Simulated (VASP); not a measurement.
# Li2O (Fm-3m) in VASP: notebook

Runs on Li2O. Level: LDA. Tasks: single point, relaxation of cell and atoms.

Everything below comes from runs of VASP 6.6.1. Logs are shortened: lines on timing, memory, paths and dates and some standing lists are left out, and cuts for length are marked.

**1. The crystal as given**

Symmetry: Fm-3m, No. 225, cubic system. The conventional cell has a = 4.494 Å, b = 4.494 Å, c = 4.494 Å, α = 90.00°, β = 90.00°, γ = 90.00°. Around Li (site symmetry -43m) lie 4 O at 1.95 Å. O (site symmetry m-3m) is surrounded by 8 Li at 1.95 Å.

**2. Single point, LDA**

Input file INCAR:

```
PREC = Accurate
ENCUT = 520
EDIFF = 1E-6
ISMEAR = 0
SIGMA = 0.02
LREAL = F
LASPH = T
NELM = 100
ALGO = Fast
ISIF = 2
LWAVE = F
LCHARG = F
GGA = CA
NBANDS = 13
```

Input file KPOINTS:

```
Automatic mesh
0
Gamma
  8 8 8
```

Input file POSCAR:

```
Li2O
1.0
    0.0000000000      2.2469739747      2.2469739747
    2.2469739747      0.0000000000      2.2469739747
    2.2469739747      2.2469739747      0.0000000000
Li O
2 1
Direct
    0.2500000000      0.2500000000      0.2500000000
    0.7500000000      0.7500000000      0.7500000000
    0.0000000000      0.0000000000      0.0000000000
```

Potentials or basis: VASP PAW LDA potentials, release 64 (Li_sv, O).

Command:

```
cat potpaw_LDA.64/Li_sv/POTCAR potpaw_LDA.64/O/POTCAR > POTCAR
mpirun -np 1 vasp_std > vasp.out
```

OUTCAR:

```text
PREC = Accurate
   ENCUT = 520
   EDIFF = 1E-6
   ISMEAR = 0
   LREAL = F
   LASPH = T
   NELM = 100
   ISIF = 2
   GGA = CA

 ion  position               nearest neighbor table
   1  0.250  0.250  0.250-   3 1.95   3 1.95   3 1.95   3 1.95   2 2.25   2 2.25   2 2.25   2 2.25
                             2 2.25   2 2.25
   2  0.750  0.750  0.750-   3 1.95   3 1.95   3 1.95   3 1.95   1 2.25   1 2.25   1 2.25   1 2.25
                             1 2.25   1 2.25
   3  0.000  0.000  0.000-   1 1.95   2 1.95   2 1.95   2 1.95   2 1.95   1 1.95   1 1.95   1 1.95

  LATTYP: Found a face centered cubic cell.
 ALAT       =     4.4939479494

  Lattice vectors:

 A1 = (   0.0000000000,   2.2469739747,   2.2469739747)
 A2 = (   2.2469739747,   0.0000000000,   2.2469739747)
 A3 = (   2.2469739747,   2.2469739747,   0.0000000000)

Analysis of symmetry for initial positions (statically):
=====================================================================
 Subroutine PRICEL returns:
 Original cell was already a primitive cell.

 Routine SETGRP: Setting up the symmetry group for a
 face centered cubic supercell.

 Subroutine GETGRP returns: Found 48 space group operations
 (whereof 48 operations were pure point group operations)
 out of a pool of 48 trial point group operations.

The static configuration has the point symmetry O_h .

Analysis of symmetry for dynamics (positions and initial velocities):
=====================================================================
 Subroutine PRICEL returns:
 Original cell was already a primitive cell.

 Routine SETGRP: Setting up the symmetry group for a
 face centered cubic supercell.

 Subroutine GETGRP returns: Found 48 space group operations
 (whereof 48 operations were pure point group operations)
 out of a pool of 48 trial point group operations.

The dynamic configuration has the point symmetry O_h .

 Subroutine INISYM returns: Found 48 space group operations
 (whereof 48 operations are pure point group operations),
 and found     1 'primitive' translations

----------------------------------------------------------------------------------------

                                     Primitive cell

  volume of cell :      22.6895

  direct lattice vectors                    reciprocal lattice vectors
     0.000000000  2.246973975  2.246973975    -0.222521491  0.222521491  0.222521491
     2.246973975  0.000000000  2.246973975     0.222521491 -0.222521491  0.222521491
     2.246973975  2.246973975  0.000000000     0.222521491  0.222521491 -0.222521491

  length of vectors
     3.177701069  3.177701069  3.177701069     0.385418529  0.385418529  0.385418529

  position of ions in fractional coordinates (direct lattice)
     0.250000000  0.250000000  0.250000000
     0.750000000  0.750000000  0.750000000
     0.000000000  0.000000000  0.000000000

  ion indices of the primitive-cell ions
   primitive index   ion index
                 1           1
                 2           2
                 3           3

----------------------------------------------------------------------------------------

 KPOINTS: Automatic mesh

Automatic generation of k-mesh.
 Grid dimensions read from file:
 generate k-points for:    8    8    8

 Generating k-lattice:

  Cartesian coordinates                     Fractional coordinates (reciprocal lattice)
    -0.027815186  0.027815186  0.027815186     0.125000000  0.000000000  0.000000000
     0.027815186 -0.027815186  0.027815186     0.000000000  0.125000000  0.000000000
     0.027815186  0.027815186 -0.027815186     0.000000000  0.000000000  0.125000000

  Length of vectors
     0.048177316  0.048177316  0.048177316

  Shift w.r.t. Gamma in fractional coordinates (k-lattice)
     0.000000000  0.000000000  0.000000000

 Subroutine IBZKPT returns following result:
 ===========================================

 Found     29 irreducible k-points:

 Following reciprocal coordinates:
            Coordinates               Weight
  0.000000  0.000000  0.000000      1.000000
  0.125000  0.000000  0.000000      8.000000
  0.250000  0.000000  0.000000      8.000000
  0.375000  0.000000  0.000000      8.000000
  0.500000  0.000000  0.000000      4.000000
  0.125000  0.125000  0.000000      6.000000
[... 16 lines left out ...]
  0.500000  0.250000  0.125000     48.000000
 -0.375000  0.250000  0.125000     24.000000
 [... further k-points ...]
   k-points           NKPTS =     29   k-points in BZ     NKDIM =     29   number of bands    NBANDS=     13
   number of dos      NEDOS =    301   number of ions     NIONS =      3
   total plane-waves  NPLWV =  13824
   dimension x,y,z NGX =    24 NGY =   24 NGZ =   24
   dimension x,y,z NGXF=    48 NGYF=   48 NGZF=   48
   ions per type =               2   1
   NGX,Y,Z   is equivalent  to a cutoff of  12.56, 12.56, 12.56 a.u.
   NGXF,Y,Z  is equivalent  to a cutoff of  25.11, 25.11, 25.11 a.u.
 SYSTEM =  unknown system
   PREC   = accura    normal or accurate (medium, high low for compatibility)
   ISTART =      0    job   : 0-new  1-cont  2-samecut
   ICHARG =      2    charge: 1-file 2-atom 10-const
   ISPIN  =      1    spin polarized calculation?
   LNONCOLLINEAR =      F non collinear calculations
   LSORBIT =      F    spin-orbit coupling
   LASPH  =      T    aspherical Exc in radial PAW
   ENCUT  =  520.0 eV  38.22 Ry    6.18 a.u.   5.91  5.91  5.91*2*pi/ulx,y,z
   NELM   =    100;   NELMIN=  2; NELMDL= -5     # of ELM steps
   EDIFF  = 0.1E-05   stopping-criterion for ELM
   LREAL  =      F    real-space projection
   EDIFFG = 0.1E-04   stopping-criterion for IOM
   NSW    =      0    number of steps for IOM
   IBRION =     -1    ionic relax: 0-MD 1-quasi-New 2-CG
   NFREE  =      0    steps in history (QN), initial steepest desc. (CG)
   ISIF   =      2    stress and relaxation
   ISYM   =      2    0-nonsym 1-usesym 2-fastsym
   POTIM  = 0.5000    time-step for ionic-motion
   TEBEG  =    0.0;   TEEND  =   0.0 temperature during run
   PSTRESS=    0.0 pullay stress
   NELECT =      12.0000    total number of electrons
   NUPDOWN=      -1.0000    fix difference up-down
   EMIN   =  10.00;   EMAX   =-10.00  energy-range for DOS
   EFERMI =   0.00;   METHOD = LEGACY
   ISMEAR =     0;   SIGMA  =   0.02  broadening in eV -4-tet -1-fermi 0-gaus
   EFERMI_NEDOS =   21; number of points for ismear=-14 and -15
   IALGO  =     68    algorithm
   IMIX   =      4    mixing-type and parameters
     AMIX     =   0.40;   BMIX     =  1.00
     AMIX_MAG =   1.60;   BMIX_MAG =  1.00
  volume/ion in A,a.u.               =       7.56        51.04
  Fermi-wavevector in a.u.,A,eV,Ry     =   1.323916  2.501839 23.847672  1.752754
  Thomas-Fermi vector in A             =   2.453489
   LORBIT       =      0    0 simple, 1 ext, 2 COOP (PROOUT), +10 PAW based schemes
   GGA     = CA    functional components
   LHFCALC =     F    Hartree Fock is set to
   AEXX    =    0.0000 exact exchange contribution
   IVDW    =     0    specifies the selected vdW correction
   LEPSILON=     F    determine dielectric tensor
   LRPA    =     F    only Hartree local field effects (RPA)
 non-spin polarized calculation
 RMM-DIIS sequential band-by-band and
 Gauss-broadening in eV      SIGMA  =   0.02
  energy-cutoff  :      520.00
  volume of cell :       22.69
 maximum number of plane-waves:       620
   NGX = 11   NGY = 11   NGZ = 11

 number of electron      12.0000018 magnetization

 Free energy of the ion-electron system (eV)
  ---------------------------------------------------
  ext. energy  EPLUGINS =         0.00000000
  ---------------------------------------------------
  free energy    TOTEN  =       -15.74839728 eV

  energy without entropy =      -15.74839728  energy(sigma->0) =      -15.74839728

 E-fermi :   1.8090     XC(G=0): -10.6042

 val. band max:        1.6163666969   @ k =   0.0000   0.0000   0.0000
 cond. band min:       6.5564291579   @ k =   0.5000   0.5000   0.0000
 fundamental gap:      4.9400624610
 Fermi energy:         1.8089754499

 k-point     1 :       0.0000    0.0000    0.0000
  band No.  band energies     occupation
      1     -40.1501      2.00000
      2     -39.6715      2.00000
      3     -13.6163      2.00000
      4       1.6164      2.00000
      5       1.6164      2.00000
      6       1.6164      2.00000
      7       7.5091      0.00000
      8      13.6559      0.00000
      9      13.6559      0.00000
     10      13.6559      0.00000
     11      21.2049      0.00000
     12      21.2049      0.00000
     13      21.2049      0.00000

 k-point     2 :       0.1250    0.0000    0.0000
  band No.  band energies     occupation
      1     -40.1286      2.00000
      2     -39.6867      2.00000
      3     -13.5874      2.00000
      4       1.0694      2.00000
      5       1.5330      2.00000
      6       1.5330      2.00000
      7       7.8975      0.00000
      8      13.7598      0.00000
      9      13.8965      0.00000
     10      13.8965      0.00000
     11      19.7595      0.00000
     12      19.7595      0.00000
     13      21.8344      0.00000

 k-point     3 :       0.2500    0.0000    0.0000
  band No.  band energies     occupation
      1     -40.0688      2.00000
      2     -39.7314      2.00000
      3     -13.5131      2.00000
      4      -0.0601      2.00000
      5       1.3449      2.00000
      6       1.3449      2.00000
      7       8.8534      0.00000
      8      13.7284      0.00000
      9      14.1916      0.00000
     10      14.1916      0.00000
     11      18.8659      0.00000
     12      18.8659      0.00000
     13      23.3565      0.00000
[... 305 lines left out ...]
 k-point    23 :       0.5000    0.2500    0.1250
  band No.  band energies     occupation
      1     -39.9608      2.00000
      2     -39.8147      2.00000
      3     -13.3978      2.00000
      4      -0.8023      2.00000
      5       0.4733      2.00000
      6       0.8941      2.00000
      7       9.3641      0.00000
      8      12.8150      0.00000
      9      15.1487      0.00000
     10      15.6491      0.00000
     11      17.8427      0.00000
     12      21.6396      0.00000
     13      25.1198      0.00000

 k-point    24 :      -0.3750    0.2500    0.1250
  band No.  band energies     occupation
      1     -39.8856      2.00000
      2     -39.8846      2.00000
      3     -13.3691      2.00000
      4      -1.0780      2.00000
      5       0.5181      2.00000
      6       0.6972      2.00000
      7       9.7818      0.00000
      8      12.4237      0.00000
      9      15.0878      0.00000
     10      15.5955      0.00000
     11      19.8044      0.00000
     12      20.0771      0.00000
     13      25.6705      0.00000

 [... further k-points ...]
[... 5 lines left out ...]
  --------------------------------------------------------------------------------------
  -------------------------------------------------------------------------------------
  Total        0.0082174      0.0082174      0.0082174     -0.0000000      0.0000000      0.0000000
  in kB        0.5802611      0.5802611      0.5802611     -0.0000000      0.0000000      0.0000000
  external PRESSURE =       0.5802611 kB  Pullay stress =       0.0000000 kB

 VOLUME and BASIS-vectors are now :
 -----------------------------------------------------------------------------
  energy-cutoff  :      520.00
  volume of cell :       22.69
      direct lattice vectors                 reciprocal lattice vectors
     0.000000000  2.246973975  2.246973975    -0.222521491  0.222521491  0.222521491
     2.246973975  0.000000000  2.246973975     0.222521491 -0.222521491  0.222521491
     2.246973975  2.246973975  0.000000000     0.222521491  0.222521491 -0.222521491

 POSITION                                       TOTAL-FORCE (eV/Angst)
 -----------------------------------------------------------------------------------
      1.12349      1.12349      1.12349        -0.000000     -0.000000      0.000000
      3.37046      3.37046      3.37046         0.000000      0.000000     -0.000000
      0.00000      0.00000      0.00000         0.000000      0.000000      0.000000
 -----------------------------------------------------------------------------------
    total drift:                               -0.000000      0.000000      0.000000

  FREE ENERGIE OF THE ION-ELECTRON SYSTEM (eV)
  ---------------------------------------------------
  free  energy   TOTEN  =       -15.7483972751 eV

  energy  without entropy=      -15.7483972751  energy(sigma->0) =      -15.74839728
```

Wall time 6.6 s (1 thread of Intel Xeon Platinum 8488C (Sapphire Rapids), shared host); peak memory 0.12 GiB.

Results:

| Item | Value |
| --- | --- |
| Free energy | -15.7484 eV |
| Band gap on the k mesh | 4.94 eV, indirect (least direct gap 5.89 eV) |

Levels at points of the mesh, in eV from the valence-band top:
```
           k point  band 4  band 5  band 6  band 7  band 8  band 9
(0.00, 0.00, 0.00)    0.00    0.00    0.00    5.89   12.04   12.04
(0.50, 0.00, 0.00)   -3.01   -0.51   -0.51    9.63   10.53   12.21
(0.50, 0.50, 0.00)   -1.65   -1.58   -1.58    4.94   14.03   14.03
```

Caveat: the cutoff is under 1.25 times the usual one of these potentials, so pressure, stress and relaxed cells hold a basis-set (Pulay) error. As with any semilocal functional, this LDA gap is likely too small.

**3. Relaxation of cell and atoms, LDA**

This run uses another cell than the first one, of 8.16 Å³/atom, 1.079 times its volume.

Input file INCAR:

```
SYSTEM = Li2O
PREC     = Accurate       ! precision mode
ENCUT    = 600            ! plane-wave cutoff, eV
EDIFF    = 1E-6           ! SCF threshold, eV
ISMEAR   = 0              ! smearing method
SIGMA    = 0.02           ! smearing width, eV
LREAL    = .False.        ! projectors in reciprocal space
LASPH    = .True.         ! aspherical terms in the spheres
NELM     = 100            ! most SCF steps
ALGO     = Normal         ! electronic algorithm
ISIF     = 3              ! what is computed and relaxed
LWAVE    = .False.        ! write WAVECAR
LCHARG   = .False.        ! write CHGCAR
IBRION   = 2              ! ionic algorithm
NSW      = 80             ! ionic steps
EDIFFG   = -0.005         ! ionic threshold
```

Input file KPOINTS:

```
regular mesh
0
Gamma
  8 8 8
  0 0 0
```

Input file POSCAR:

```
Li2O
1.0
    0.0000000000      2.3050000000      2.3050000000
    2.3050000000      0.0000000000      2.3050000000
    2.3050000000      2.3050000000      0.0000000000
Li O
2 1
Direct
    0.2500000000      0.2500000000      0.2500000000
    0.7500000000      0.7500000000      0.7500000000
    0.0000000000      0.0000000000      0.0000000000
```

Potentials or basis: VASP PAW LDA potentials, release 64 (Li_sv, O).

Command:

```
cat potpaw_LDA.64/Li_sv/POTCAR potpaw_LDA.64/O/POTCAR > POTCAR
mpirun -np 1 vasp_std > vasp.out
```

Wall time 22 s (1 thread of Intel Xeon Platinum 8488C (Sapphire Rapids), shared host); peak memory 0.13 GiB.

The run converged. Its results:

| Quantity | Value |
| --- | --- |
| Free energy | -15.7593 eV |
| Relaxed volume | 7.52 Å³/atom |
| Relaxed cell | a = 3.172 Å, b = 3.172 Å, c = 3.172 Å, α = 60.00°, β = 60.00°, γ = 60.00° |
| Space group after relaxing (to 0.05 Å) | Fm-3m (No. 225) |
| Energy gained by relaxing | 14.1 meV/atom |
| Ionic steps | 4 |
| Pressure after relaxing | 0.0 GPa |
| Band gap on the k mesh | 4.95 eV, indirect (least direct gap 5.93 eV) |

Step by step:
```
step  energy change (eV)  largest force (eV/Å)  pressure (GPa)  volume (Å³)
   1              0.0000                0.0000           -6.54        24.49
   2             -0.0349                0.0000           -2.92        23.33
   3             -0.0421                0.0000           -0.29        22.64
   4             -0.0422                0.0000           -0.01        22.56
```

Final structure:
```xyz
3
Lattice="0.0000 2.2428 2.2428 2.2428 0.0000 2.2428 2.2428 2.2428 0.0000" Properties=species:S:1:pos:R:3 pbc="T T T"
Li    1.1214    1.1214    1.1214
Li    3.3642    3.3642    3.3642
O     2.2428    4.4855    2.2428
```

Levels at points of the mesh, in eV from the valence-band top:
```csv
k point,band 4,band 5,band 6,band 7,band 8,band 9
"(0.00, 0.00, 0.00)",0.00,0.00,0.00,5.93,12.08,12.08
"(0.50, 0.00, 0.00)",-3.02,-0.51,-0.51,9.66,10.59,12.25
"(0.50, 0.50, 0.00)",-1.65,-1.59,-1.59,4.95,14.08,14.08
```

Caveat: the cutoff is under 1.25 times the usual one of these potentials, so pressure, stress and relaxed cells hold a basis-set (Pulay) error.
